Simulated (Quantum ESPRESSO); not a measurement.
InAs:

```xyz
2
Lattice="0.0000 3.0180 3.0180 3.0180 0.0000 3.0180 3.0180 3.0180 0.0000" Properties=species:S:1:pos:R:3 pbc="T T T"
In    0.0000    0.0000    0.0000
As    4.5270    4.5270    4.5270
```

| Property | Result |
| --- | --- |
| Program | Quantum ESPRESSO 7.5 |
| Task | single point |
| Functional | PBE |
| Potentials or basis | SSSP 1.3 efficiency PBE |
| Cutoff | 748 eV |
| Density cutoff | 5987 eV |
| k mesh | 8 × 8 × 8 |
| Occupations | fermi-dirac, width 0.05 eV |
| Spin | no spin polarisation |

On this cell: pressure 4.4 GPa; largest force zero by symmetry; band gap on the k mesh none (metal or under the smearing width).

The same run follows on a disturbed copy (atoms moved at random, drawn with an rms of 0.05 Å):

```
In As
1.0
     0.00000    3.01800    3.01800
     3.01800    0.00000    3.01800
     3.01800    3.01800    0.00000
In As
1 1
Direct
  0.00643 0.99527 0.99591
  0.75925 0.74706 0.74719
```

Q: What changes?

A: The energy (extrapolated to zero smearing) moves by +0.9 meV/atom; pressure 4.4 GPa; largest force 0.175 eV/Å; band gap on the k mesh none (metal or under the smearing width).

Forces in eV/Å, atoms in the order of the input:
```
In   0.080  0.104  0.116
As  -0.080 -0.104 -0.116
```

Stress tensor (GPa, compression positive):
```
4.42 0.39 0.35
0.39 4.42 0.26
0.35 0.26 4.42
```

Caveats: this crystal is a semiconductor, whose small gap the functional closes, so the metal is an error of the method (some runs).
